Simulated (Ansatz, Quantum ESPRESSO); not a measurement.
Given: the input of a run of Ansatz 0.2.0 on K. 

Contents of input.yaml:

```yaml
crystal:
  lattice:
    - [-2.6975585167, 2.6975585167, 2.6975585167]
    - [2.6975585167, -2.6975585167, 2.6975585167]
    - [2.6975585167, 2.6975585167, -2.6975585167]
  atoms:
    - { symbol: K, position: [0.0, 0.0, 0.0] }
hamiltonian:
  xc: revpbe
  pseudopotentials: { kind: paw }
kpoints:
  mp_grid: { grid: [7, 7, 7] }
scf:
  occupations: { method: fermi_dirac, width: 0.05 }
output:
  forces: true
  stress: true
  eigenvalues: true
relax:
  f_tol: 0.01
  max_steps: 40
  cell: { stress_tol: 0.05 }
```

Potentials or basis: Ansatz PAW.

Run with:

```bash
$ ansatz run input.yaml --threads 2 --pin off --max-ram 5632MiB --backend cpu --events-out ev --progress --plain --runs-dir out
```

What does the same run look like in Quantum ESPRESSO 7.5 (ASE script)? Potentials or basis there: PseudoDojo 0.4.1 SR PBE standard, cutoff 1007 eV.

As run (cutoffs and basis follow the program's own potentials, and thresholds, step limits or extra output files can differ):

File run.py:

```python
import numpy as np
from ase.calculators.espresso import Espresso, EspressoProfile
import spglib
from ase import Atoms
from ase.io import read

atoms = read('K.cif')
cell, pos, num = spglib.standardize_cell((atoms.cell[:], atoms.get_scaled_positions(), atoms.numbers), to_primitive=True, symprec=1e-4)
atoms = Atoms(numbers=num, cell=cell, scaled_positions=pos, pbc=True)

input_data = {
    'control': {'calculation': 'scf', 'prefix': 'pwscf', 'outdir': './tmp', 'tprnfor': True, 'tstress': True, 'disk_io': 'low'},
    'system': {'ecutwfc': 74.0, 'nbnd': 10, 'input_dft': 'revpbe', 'occupations': 'smearing', 'smearing': 'fd', 'degauss': 0.00367493},
    'electrons': {'conv_thr': 2e-10, 'electron_maxstep': 120, 'mixing_beta': 0.5},
}
pseudopotentials = {'K': 'K.upf'}
profile = EspressoProfile(command='pw.x', pseudo_dir='pseudo')
dft = Espresso(profile=profile, input_data=input_data, pseudopotentials=pseudopotentials, kpts=(7, 7, 7), koffset=(0, 0, 0))
atoms.calc = dft

from ase.optimize import FIRE
from ase.filters import FrechetCellFilter
done = FIRE(FrechetCellFilter(atoms), trajectory='opt.traj').run(fmax=0.02, steps=30)
print('converged', done)
print('cell (A)', np.round(atoms.cell.cellpar(), 5))
print(f'energy {atoms.get_potential_energy():.8f} eV')
print('forces (eV/A)')
print(np.round(atoms.get_forces(), 6))
print('stress (eV/A^3, Voigt)')
print(np.round(atoms.get_stress(), 8))
print(f'Fermi level {dft.get_fermi_level():.4f} eV')
```

K.cif

```cif
data_K
_cell_length_a 5.39511703
_cell_length_b 5.39511703
_cell_length_c 5.39511703
_cell_angle_alpha 90.00000000
_cell_angle_beta 90.00000000
_cell_angle_gamma 90.00000000
_space_group_name_H-M_alt 'Im-3m'
_space_group_name_Hall '-I 4 2 3'
_space_group_IT_number 229
loop_
_space_group_symop_operation_xyz
'x,y,z'
'-x,-y,-z'
'-y,x,z'
'y,-x,-z'
'-x,-y,z'
'x,y,-z'
'y,-x,z'
'-y,x,-z'
'x,-y,-z'
'-x,y,z'
'-y,-x,-z'
'y,x,z'
'-x,y,-z'
'x,-y,z'
'y,x,-z'
'-y,-x,z'
'z,x,y'
'-z,-x,-y'
'z,-y,x'
'-z,y,-x'
'z,-x,-y'
'-z,x,y'
'z,y,-x'
'-z,-y,x'
'-z,x,-y'
'z,-x,y'
'-z,-y,-x'
'z,y,x'
'-z,-x,y'
'z,x,-y'
'-z,y,x'
'z,-y,-x'
'y,z,x'
'-y,-z,-x'
'x,z,-y'
'-x,-z,y'
'-y,z,-x'
'y,-z,x'
'-x,z,y'
'x,-z,-y'
'-y,-z,x'
'y,z,-x'
'-x,-z,-y'
'x,z,y'
'y,-z,-x'
'-y,z,x'
'x,-z,y'
'-x,z,-y'
'x+1/2,y+1/2,z+1/2'
'-x+1/2,-y+1/2,-z+1/2'
'-y+1/2,x+1/2,z+1/2'
'y+1/2,-x+1/2,-z+1/2'
'-x+1/2,-y+1/2,z+1/2'
'x+1/2,y+1/2,-z+1/2'
'y+1/2,-x+1/2,z+1/2'
'-y+1/2,x+1/2,-z+1/2'
'x+1/2,-y+1/2,-z+1/2'
'-x+1/2,y+1/2,z+1/2'
'-y+1/2,-x+1/2,-z+1/2'
'y+1/2,x+1/2,z+1/2'
'-x+1/2,y+1/2,-z+1/2'
'x+1/2,-y+1/2,z+1/2'
'y+1/2,x+1/2,-z+1/2'
'-y+1/2,-x+1/2,z+1/2'
'z+1/2,x+1/2,y+1/2'
'-z+1/2,-x+1/2,-y+1/2'
'z+1/2,-y+1/2,x+1/2'
'-z+1/2,y+1/2,-x+1/2'
'z+1/2,-x+1/2,-y+1/2'
'-z+1/2,x+1/2,y+1/2'
'z+1/2,y+1/2,-x+1/2'
'-z+1/2,-y+1/2,x+1/2'
'-z+1/2,x+1/2,-y+1/2'
'z+1/2,-x+1/2,y+1/2'
'-z+1/2,-y+1/2,-x+1/2'
'z+1/2,y+1/2,x+1/2'
'-z+1/2,-x+1/2,y+1/2'
'z+1/2,x+1/2,-y+1/2'
'-z+1/2,y+1/2,x+1/2'
'z+1/2,-y+1/2,-x+1/2'
'y+1/2,z+1/2,x+1/2'
'-y+1/2,-z+1/2,-x+1/2'
'x+1/2,z+1/2,-y+1/2'
'-x+1/2,-z+1/2,y+1/2'
'-y+1/2,z+1/2,-x+1/2'
'y+1/2,-z+1/2,x+1/2'
'-x+1/2,z+1/2,y+1/2'
'x+1/2,-z+1/2,-y+1/2'
'-y+1/2,-z+1/2,x+1/2'
'y+1/2,z+1/2,-x+1/2'
'-x+1/2,-z+1/2,-y+1/2'
'x+1/2,z+1/2,y+1/2'
'y+1/2,-z+1/2,-x+1/2'
'-y+1/2,z+1/2,x+1/2'
'x+1/2,-z+1/2,y+1/2'
'-x+1/2,z+1/2,-y+1/2'
loop_
_atom_site_label
_atom_site_type_symbol
_atom_site_symmetry_multiplicity
_atom_site_Wyckoff_symbol
_atom_site_fract_x
_atom_site_fract_y
_atom_site_fract_z
_atom_site_occupancy
K1 K 2 a 0.0000000000 0.0000000000 0.0000000000 1
```

Potentials or basis: PseudoDojo 0.4.1 SR PBE standard.

The run is started by

```bash
$ OMP_NUM_THREADS=1 python run.py
```

Both were run:

|  | Ansatz | Quantum ESPRESSO |
| --- | --- | --- |
| Relaxed volume | 78.52 Å³/atom | 78.52 Å³/atom |
| Relaxed cell | a = 4.672 Å, b = 4.672 Å, c = 4.672 Å, α = 109.47°, β = 109.47°, γ = 109.47° | a = 4.672 Å, b = 4.672 Å, c = 4.672 Å, α = 109.47°, β = 109.47°, γ = 109.47° |
| Space group after relaxing | Im-3m (No. 229) | Im-3m (No. 229) |
| Pressure after relaxing | 0.0 GPa | 0.0 GPa |

Ansatz's pressure holds a Pulay term of +0.00 GPa for its cutoff of 420 eV, which the other run lacks.

Ansatz's potentials were made for PBE. Quantum ESPRESSO's potentials were made for PBE.

Where Ansatz's input types no cutoff or centring, it takes its own default and a Γ-centred mesh.

Pressure is positive in compression.
